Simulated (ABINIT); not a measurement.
Write the native input for ABINIT 10.8.3 (patched build) that does the following.

| Item | Value |
| --- | --- |
| Task | equation of state |
| Functional | PBE |
| Potentials or basis | JTH PAW PBE v2.0 |
| Cutoff | 626 eV |
| k mesh | 9 × 9 × 5 |
| Occupations | fermi-dirac, width 0.05 eV |
| Spin | no spin polarisation |
| Fine-grid cutoff | 1224.51 eV |
| Exchange and correlation inside the PAW spheres | full angular mesh (pawxcdev 0, this build's default; the released program takes 1) |

ZnO (zincite):

```
Zn O
1.0
     3.24931    0.00000    0.00000
    -1.62465    2.81398    0.00000
     0.00000    0.00000    5.20571
Zn O
2 2
Direct
  0.66667 0.33333 0.00000
  0.33333 0.66667 0.50000
  0.33333 0.66667 0.87901
  0.66667 0.33333 0.37901
```

The input as run:

run.abi

```
# Datasets: one volume each
ndtset 7
getwfk -1
scalecart1 3*0.9795861087
scalecart2 3*0.9864848297
scalecart3 3*0.9932883884
scalecart4 3*1.0000000000
scalecart5 3*1.0066227096
scalecart6 3*1.0131594038
scalecart7 3*1.0196128224

# Pseudopotentials
pp_dirpath "./"
pseudos "Zn.GGA_PBE-JTH.xml, O.GGA_PBE-JTH.xml"

# Structure
acell 3*1.0
rprim
     6.1403022146     0.0000000000     0.0000000000
    -3.0701511073     5.3176577047     0.0000000000
     0.0000000000     0.0000000000     9.8373642945
ntypat 2
znucl 30 8
natom 4
typat 1 1 2 2
xred
     0.6666666667     0.3333333333     0.0000000000
     0.3333333333     0.6666666667     0.5000000000
     0.3333333333     0.6666666667     0.8790100000
     0.6666666667     0.3333333333     0.3790100000

# Plane-wave basis
ecut 23.0
pawecutdg 45.0

# k points
kptopt 1
ngkpt 9 9 5
nshiftk 1
shiftk 0.0 0.0 0.0

# Exchange and correlation
ixc 11

# Bands and occupations
nband 22
occopt 3
tsmear 0.00183747

# SCF cycle
nstep 100
tolvrs 1.0e-9

# Output
iomode 3
prtwf 1
prtden 0
prteig 0
prtebands 0
enunit 1
```

Potentials or basis: JTH PAW PBE v2.0.

Command:

```sh
$ abinit run.abi > log 2>&1
```

Results of the run:

```
Equilibrium volume                        : 12.30 Å³/atom
Bulk modulus at fixed shape and positions : 129 GPa
Pressure derivative of the bulk modulus   : 4.5
```

Caveat: pressures at fixed basis lie under the slope of the energies; the cell was scaled at fixed shape and fractional positions, which overstates the stiffness of a crystal with free parameters, most of all of layers and chains; the atomic spheres overlap.

Wall time 8.5 min on 1 thread of AMD EPYC 7R13 Processor (Zen 3), with other jobs on the host, peak memory 0.18 GiB.
